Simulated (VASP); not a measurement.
# TiO2 (Rutile) (P4_2/mnm) in VASP: a series of runs

The runs below take TiO2 (Rutile) through dielectric tensor, phonons, with PBEsol, PBE.

Everything below comes from runs of VASP 6.6.1. Logs are shortened: lines on timing, memory, paths and dates and some standing lists are left out, and cuts for length are marked.

## (1) Starting point

Symmetry: P4_2/mnm, No. 136, tetragonal system. Conventional cell: a = 4.593 Å, b = 4.593 Å, c = 2.942 Å, α = 90.00°, β = 90.00°, γ = 90.00°. Around Ti (site symmetry mmm) lie 6 O at 1.94 to 1.98 Å. O (site symmetry m2m) has 3 Ti at 1.94 to 1.98 Å as nearest neighbours.

## (2) Dielectric tensor, PBEsol

INCAR reads:

```
PREC = Accurate
ENCUT = 600
EDIFF = 1E-8
ISMEAR = 0
SIGMA = 0.03
LREAL = False
LASPH = True
NELM = 80
ALGO = Normal
ISIF = 2
LWAVE = False
LCHARG = False
GGA = PS
LEPSILON = True
KPAR = 2
```

KPOINTS reads:

```
Automatic mesh
0
Monkhorst-Pack
  8 8 12
```

POSCAR reads:

```
TiO2                                    
1.0
    4.5927071378      0.0000000000      0.0000000000
    0.0000000000      4.5927071378      0.0000000000
    0.0000000000      0.0000000000      2.9417409249
  Ti              O             
     2     4
Direct
     0.0000000000000000    0.0000000000000000    0.0000000000000000
     0.5000000000000000    0.5000000000000000    0.5000000000000000
     0.3043249358208016    0.3043249358208016    0.0000000000000000
     0.1956750641791984    0.8043249358208016    0.5000000000000000
     0.6956750641791984    0.6956750641791984    0.0000000000000000
     0.8043249358208016    0.1956750641791984    0.5000000000000000
```

Potentials or basis: VASP PAW PBE potentials, release 64 (Ti_sv, O).

The run is started by

```bash
$ cat potpaw_PBE.64/Ti_sv/POTCAR potpaw_PBE.64/O/POTCAR > POTCAR
$ mpirun -np 2 vasp_std > vasp.out
```

OUTCAR:

```text
PREC = Accurate
   ENCUT = 600
   EDIFF = 1E-8
   ISMEAR = 0
   LREAL = False
   LASPH = True
   NELM = 80
   ISIF = 2
   GGA = PS
   LEPSILON = True

 ion  position               nearest neighbor table
   1  0.000  0.000  0.000-   4 1.94   6 1.94   4 1.94   6 1.94   5 1.98   3 1.98
   2  0.500  0.500  0.500-   3 1.94   5 1.94   3 1.94   5 1.94   4 1.98   6 1.98
   3  0.304  0.304  0.000-   2 1.94   2 1.94   1 1.98
   4  0.196  0.804  0.500-   1 1.94   1 1.94   2 1.98
   5  0.696  0.696  0.000-   2 1.94   2 1.94   1 1.98
   6  0.804  0.196  0.500-   1 1.94   1 1.94   2 1.98

  LATTYP: Found a simple tetragonal cell.
 ALAT       =     4.5927071378
 C/A-ratio  =     0.6405243872

  Lattice vectors:

 A1 = (   4.5927071378,   0.0000000000,   0.0000000000)
 A2 = (   0.0000000000,   4.5927071378,   0.0000000000)
 A3 = (   0.0000000000,   0.0000000000,   2.9417409249)

Analysis of symmetry for initial positions (statically):
=====================================================================
 Subroutine PRICEL returns:
 Original cell was already a primitive cell.

 Routine SETGRP: Setting up the symmetry group for a
 simple tetragonal supercell.

 Subroutine GETGRP returns: Found 16 space group operations
 (whereof  8 operations were pure point group operations)
 out of a pool of 16 trial point group operations.

The static configuration has the point symmetry D_2h.
 The point group associated with its full space group is D_4h.

Analysis of symmetry for dynamics (positions and initial velocities):
=====================================================================
 Subroutine PRICEL returns:
 Original cell was already a primitive cell.

 Routine SETGRP: Setting up the symmetry group for a
 simple tetragonal supercell.

 Subroutine GETGRP returns: Found 16 space group operations
 (whereof  8 operations were pure point group operations)
 out of a pool of 16 trial point group operations.

The dynamic configuration has the point symmetry D_2h.
 The point group associated with its full space group is D_4h.

 Subroutine INISYM returns: Found 16 space group operations
 (whereof  8 operations are pure point group operations),
 and found     1 'primitive' translations

----------------------------------------------------------------------------------------

                                     Primitive cell

  volume of cell :      62.0500

  direct lattice vectors                    reciprocal lattice vectors
     4.592707138  0.000000000  0.000000000     0.217736505  0.000000000  0.000000000
     0.000000000  4.592707138  0.000000000     0.000000000  0.217736505  0.000000000
     0.000000000  0.000000000  2.941740925     0.000000000  0.000000000  0.339934762

  length of vectors
     4.592707138  4.592707138  2.941740925     0.217736505  0.217736505  0.339934762

  position of ions in fractional coordinates (direct lattice)
     0.000000000  0.000000000  0.000000000
     0.500000000  0.500000000  0.500000000
     0.304324936  0.304324936  0.000000000
     0.195675064  0.804324936  0.500000000
     0.695675064  0.695675064  0.000000000
     0.804324936  0.195675064  0.500000000

  ion indices of the primitive-cell ions
   primitive index   ion index
                 1           1
                 2           2
                 3           3
                 4           4
                 5           5
                 6           6

----------------------------------------------------------------------------------------

 KPOINTS: Automatic mesh

Automatic generation of k-mesh.
 Grid dimensions read from file:
 generate k-points for:    8    8   12

 Generating k-lattice:

  Cartesian coordinates                     Fractional coordinates (reciprocal lattice)
     0.027217063  0.000000000  0.000000000     0.125000000  0.000000000  0.000000000
[... 99 lines left out ...]

 number of electron      47.9999990 magnetization

 E-fermi :   5.0560     XC(G=0): -11.7344

 val. band max:        4.7542016983   @ k =   0.0625   0.0625   0.0417
 cond. band min:       6.6939705017   @ k =   0.4375   0.0625   0.4583
 fundamental gap:      1.9397688034
 Fermi energy:         5.0560159358

 k-point     1 :       0.0625    0.0625    0.0417
  band No.  band energies     occupation
      1     -51.8443      2.00000
      2     -51.8270      2.00000
      3     -28.2731      2.00000
      4     -28.2666      2.00000
      5     -28.1078      2.00000
      6     -28.1008      2.00000
[... 733 lines left out ...]
     27       7.8426      0.00000
     28       7.9531      0.00000

 [... further k-points ...]

  FORCE on cell =-STRESS in cart. coord.  units (eV):
  Direction    XX          YY          ZZ          XY          YZ          ZX
  --------------------------------------------------------------------------------------
  -------------------------------------------------------------------------------------
  Total       -0.0012579     -0.0012579     -0.0039019     -0.0000000      0.0000000      0.0000000
  in kB       -0.0324808     -0.0324808     -0.1007505     -0.0000000      0.0000000      0.0000000
  external PRESSURE =      -0.0552374 kB  Pullay stress =       0.0000000 kB

 VOLUME and BASIS-vectors are now :
 -----------------------------------------------------------------------------
  energy-cutoff  :      600.00
  volume of cell :       62.05
      direct lattice vectors                 reciprocal lattice vectors
     4.592707138  0.000000000  0.000000000     0.217736505  0.000000000  0.000000000
     0.000000000  4.592707138  0.000000000     0.000000000  0.217736505  0.000000000
     0.000000000  0.000000000  2.941740925     0.000000000  0.000000000  0.339934762

 POSITION                                       TOTAL-FORCE (eV/Angst)
 -----------------------------------------------------------------------------------
      0.00000      0.00000      0.00000         0.000000      0.000000      0.000000
      2.29635      2.29635      1.47087         0.000000      0.000000      0.000000
      1.39768      1.39768      0.00000         0.000463      0.000463     -0.000000
      0.89868      3.69403      1.47087        -0.000463      0.000463      0.000000
      3.19503      3.19503      0.00000        -0.000463     -0.000463      0.000000
      3.69403      0.89868      1.47087         0.000463     -0.000463      0.000000
 -----------------------------------------------------------------------------------
    total drift:                                0.000000      0.000000     -0.000000

  FREE ENERGIE OF THE ION-ELECTRON SYSTEM (eV)
  ---------------------------------------------------
  free  energy   TOTEN  =       -56.1068664479 eV

  energy  without entropy=      -56.1068664479  energy(sigma->0) =      -56.10686645

 HEAD OF MICROSCOPIC STATIC DIELECTRIC TENSOR (INDEPENDENT PARTICLE, excluding Hartree and local field effects)
 ------------------------------------------------------
           7.712414    -0.000000     0.000000
           0.000000     7.712414     0.000000
           0.000000     0.000000     9.073115
 ------------------------------------------------------

 Free energy of the ion-electron system (eV)
  ---------------------------------------------------
  ---------------------------------------------------
  free energy    TOTEN  =        -1.15569125 eV

  energy without entropy =       -1.15569125

------------------------ aborting loop because EDIFF is reached ----------------------------------------

--------------------------------------- Ionic step        2  -------------------------------------------

------------------------ aborting loop because EDIFF is reached ----------------------------------------

--------------------------------------- Ionic step        3  -------------------------------------------

 Free energy of the ion-electron system (eV)
  ---------------------------------------------------
  ---------------------------------------------------
  free energy    TOTEN  =        -1.41434272 eV

  energy without entropy =       -1.41434272

------------------------ aborting loop because EDIFF is reached ----------------------------------------

 PIEZOELECTRIC TENSOR FIELD DIRECTION 3  (e Angst)
 -----------------------------------------------------------------------------
     0.00019  0.00000  0.00000           (  0.00022  0.00000  0.00000)
     0.00000  0.00019  0.00000           (  0.00000  0.00022  0.00000)
     0.00000  0.00000 -0.00237           (  0.00000  0.00000 -0.00047)

 PIEZOELECTRIC TENSOR FIELD DIRECTION 3  (C/m^2)
 -----------------------------------------------------------------------------
     0.00005  0.00000  0.00000
     0.00000  0.00005  0.00000
     0.00000  0.00000 -0.00061

 MACROSCOPIC STATIC DIELECTRIC TENSOR (including local field effects in DFT)
 ------------------------------------------------------
           7.470370     0.000000     0.000000
           0.000000     7.470370     0.000000
           0.000000     0.000000     8.916523
 ------------------------------------------------------

 PIEZOELECTRIC TENSOR (including local field effects)  for field in x, y, z        (e  Angst)
          XX          YY          ZZ          XY          YZ          ZX
  --------------------------------------------------------------------------------
  x     0.00000     0.00000     0.00000     0.00000     0.00000     0.00000
  y     0.00000     0.00000     0.00000     0.00000     0.00000     0.00000
  z     0.00000     0.00000     0.00000     0.00000     0.00000     0.00000

 PIEZOELECTRIC TENSOR (including local field effects)  for field in x, y, z        (C/m^2)
          XX          YY          ZZ          XY          YZ          ZX
  --------------------------------------------------------------------------------
  x     0.00000     0.00000     0.00000     0.00000     0.00000     0.00000
  y     0.00000     0.00000     0.00000     0.00000     0.00000     0.00000
  z     0.00000     0.00000     0.00000     0.00000     0.00000     0.00000

 BORN EFFECTIVE CHARGES (including local field effects) (in |e|, cummulative output)
 ---------------------------------------------------------------------------------
 ion    1
    1     6.29558     1.02095     0.00000
    2     1.02095     6.29558     0.00000
    3     0.00000     0.00000     7.69703
 ion    2
    1     6.29558    -1.02095     0.00000
    2    -1.02095     6.29558     0.00000
    3     0.00000     0.00000     7.69703
 ion    3
    1    -3.14779    -1.80180     0.00000
    2    -1.80180    -3.14779     0.00000
    3     0.00000     0.00000    -3.84851
 ion    4
    1    -3.14779     1.80180     0.00000
    2     1.80180    -3.14779     0.00000
    3     0.00000     0.00000    -3.84851
 ion    5
    1    -3.14779    -1.80180     0.00000
    2    -1.80180    -3.14779     0.00000
    3     0.00000     0.00000    -3.84851
 ion    6
    1    -3.14779     1.80180     0.00000
    2     1.80180    -3.14779     0.00000
    3     0.00000     0.00000    -3.84851
```

It took 20 min on 2 MPI ranks of Intel Xeon Platinum 8488C (Sapphire Rapids), shared host; peak memory 0.57 GiB.

Results:

```
Electronic dielectric tensor (diagonal) : 7.47, 7.47, 8.92
Born charges (mean of the diagonal)     : Ti +6.76; O -3.38 e
```

Electronic dielectric tensor:
```
7.47 0.00 0.00
0.00 7.47 0.00
0.00 0.00 8.92
```

Born effective charge tensors (e):
atom 1, Ti
```
6.30 1.02 0.00
1.02 6.30 0.00
0.00 0.00 7.70
```
atom 2, Ti
```
 6.30 -1.02  0.00
-1.02  6.30  0.00
 0.00  0.00  7.70
```
atom 3, O
```
-3.15 -1.80  0.00
-1.80 -3.15  0.00
 0.00  0.00 -3.85
```
atom 4, O
```
-3.15  1.80  0.00
 1.80 -3.15  0.00
 0.00  0.00 -3.85
```
atom 5, O
```
-3.15 -1.80  0.00
-1.80 -3.15  0.00
 0.00  0.00 -3.85
```
atom 6, O
```
-3.15  1.80  0.00
 1.80 -3.15  0.00
 0.00  0.00 -3.85
```

Caveat: the PAW data sets were made with another functional, which shifts forces and pressure a little.

## (3) Phonons, PBE

This run uses another cell than the first one, of 10.67 Å³/atom, 1.032 times its volume.

POSCAR reads:

```
TiO2
1.0
    4.6456457949      0.0000000000      0.0000000000
    0.0000000000      4.6456457949      0.0000000000
    0.0000000000      0.0000000000      2.9663923001
  Ti              O
     2     4
Direct
     0.0000000000000000    0.0000000000000000    0.0000000000000000
     0.5000000000000000    0.5000000000000000    0.5000000000000000
     0.3049641049898355    0.3049641049898355    0.0000000000000000
     0.1950358950101645    0.8049641049898355    0.5000000000000000
     0.6950358950101645    0.6950358950101645    0.0000000000000000
     0.8049641049898355    0.1950358950101645    0.5000000000000000
```

INCAR.step1 reads:

```
SYSTEM = TiO2
ALGO = Normal
EDIFF = 1E-8
EDIFFG = -0.002
ENCUT = 600
GGA = PE
IBRION = 2
ISIF = 3
ISMEAR = 0
KPAR = 2
LASPH = .True.
LCHARG = .False.
LREAL = .False.
LWAVE = .False.
NELM = 80
NSW = 40
PREC = Accurate
SIGMA = 0.03
```

INCAR.step2 reads:

```
SYSTEM = TiO2
ALGO = Normal
EDIFF = 1E-8
ENCUT = 600
GGA = PE
IBRION = 6
ISIF = 2
ISMEAR = 0
KPAR = 2
LASPH = .True.
LCHARG = .False.
LREAL = .False.
LWAVE = .False.
NELM = 80
NFREE = 2
NSW = 1
POTIM = 0.015
PREC = Accurate
SIGMA = 0.03
```

KPOINTS reads:

```
k-points
0
Gamma
  6 6 10
  0 0 0
```

Potentials or basis: VASP PAW PBE potentials, release 64 (Ti_sv, O).

The run is started by

```bash
$ cat potpaw_PBE.64/Ti_sv/POTCAR potpaw_PBE.64/O/POTCAR > POTCAR
$ cp INCAR.step1 INCAR
$ mpirun -np 2 vasp_std > vasp.out
$ cp CONTCAR POSCAR
$ cp INCAR.step2 INCAR
$ mpirun -np 2 vasp_std > vasp.out
```

OUTCAR:

```text
SYSTEM = TiO2
   EDIFF = 1E-8
   ENCUT = 600
   GGA = PE
   IBRION = 6
   ISIF = 2
   ISMEAR = 0
   LASPH = .True.
   LREAL = .False.
   NELM = 80
   NFREE = 2
   NSW = 1
   POTIM = 0.015
   PREC = Accurate

 ion  position               nearest neighbor table
   1  0.000  0.000  0.000-   4 1.96   6 1.96   4 1.96   6 1.96   5 2.00   3 2.00
   2  0.500  0.500  0.500-   3 1.96   5 1.96   3 1.96   5 1.96   4 2.00   6 2.00
   3  0.305  0.305  0.000-   2 1.96   2 1.96   1 2.00
[... 1335 lines left out ...]
  y    -2.40835    -4.77434    -3.61642    -0.65727     0.00000     0.00000
  z     0.00000     0.00000     0.00000     0.00000    -4.75067     4.75068

 Eigenvectors and eigenvalues of the dynamical matrix
 ----------------------------------------------------

   1 f  =   23.093589 THz   145.101297 2PiTHz  770.319201 cm-1    95.507366 meV
             X         Y         Z           dx          dy          dz
      0.000000  0.000000  0.000000     0.000000    0.000000    0.000000
      2.322222  2.322222  1.483509    -0.000000   -0.000000   -0.000000
      1.416485  1.416485  0.000000    -0.353553   -0.353553    0.000000
      0.905737  3.738707  1.483509    -0.353553    0.353553    0.000000
      3.227958  3.227958  0.000000     0.353553    0.353553   -0.000000
      3.738707  0.905737  1.483509     0.353553   -0.353553    0.000000
[... 145 lines left out ...]
  18 f/i=    2.740714 THz    17.220415 2PiTHz   91.420383 cm-1    11.334678 meV
             X         Y         Z           dx          dy          dz
      0.000000  0.000000  0.000000    -0.000000   -0.000000   -0.440943
      2.322222  2.322222  1.483509     0.000000   -0.000000   -0.440943
      1.416485  1.416485  0.000000    -0.000000    0.000000    0.390877
      0.905737  3.738707  1.483509    -0.000000    0.000000    0.390877
      3.227958  3.227958  0.000000    -0.000000    0.000000    0.390877
      3.738707  0.905737  1.483509    -0.000000    0.000000    0.390877

 ELASTIC MODULI CONTR FROM IONIC RELAXATION (kBar)
 Direction    XX          YY          ZZ          XY          YZ          ZX
 --------------------------------------------------------------------------------
 XX        -353.5188     82.3114   -136.5503      0.0000     -0.0000     -0.0000
 YY          82.3114   -353.5188   -136.5503     -0.0000      0.0000      0.0000
 ZZ        -136.5503   -136.5503   -137.5036     -0.0000      0.0000     -0.0000
 XY           0.0000     -0.0000     -0.0000     -2.4780      0.0000     -0.0000
 YZ          -0.0000      0.0000      0.0000      0.0000   -207.5075      0.0000
 ZX          -0.0000      0.0000     -0.0000     -0.0000      0.0000   -207.5076
 --------------------------------------------------------------------------------
```

OSZICAR.step1:

```text
N       E                     dE             d eps       ncg     rms          rms(c)
DAV:   1     0.720672359309E+03    0.72067E+03   -0.27163E+04  3360   0.222E+03
DAV:   2     0.584359558536E+02   -0.66224E+03   -0.64067E+03  3576   0.616E+02
DAV:   3    -0.656511551208E+02   -0.12409E+03   -0.12113E+03  5228   0.226E+02
DAV:   4    -0.711342153599E+02   -0.54831E+01   -0.54774E+01  4600   0.514E+01
[... 40 lines left out ...]
DAV:   3    -0.536851935417E+02    0.40579E-05   -0.97122E-06  4264   0.320E-02    0.374E-03
DAV:   4    -0.536851934165E+02    0.12518E-06   -0.19643E-06  4836   0.120E-02    0.191E-03
DAV:   5    -0.536851933505E+02    0.66006E-07   -0.10508E-07  3832   0.264E-03    0.129E-03
DAV:   6    -0.536851932531E+02    0.97433E-07   -0.46109E-08  3588   0.216E-03    0.220E-04
DAV:   7    -0.536851932450E+02    0.80727E-08   -0.40047E-09  2060   0.595E-04
   4 F= -.53685193E+02 E0= -.53685193E+02  d E =-.198805E-05
```

Run time: 17 min. Hardware: 2 MPI ranks of AMD EPYC 7R13 (Zen 3), shared host; peak memory 0.44 GiB.

Results:

| Item | Value |
| --- | --- |
| Highest phonon frequency at Γ, LO-TO splitting left out | 770 cm⁻¹ |
| Most unstable mode | 91i cm⁻¹ |

Phonon frequencies in cm⁻¹ (negative: imaginary):
| q point | frequencies |
| --- | --- |
| (0.000, 0.000, 0.000) | -91 -45 -45 1 1 1 20 148 355 355 358 416 430 430 470 470 569 770 |

Caveat: some modes are imaginary.
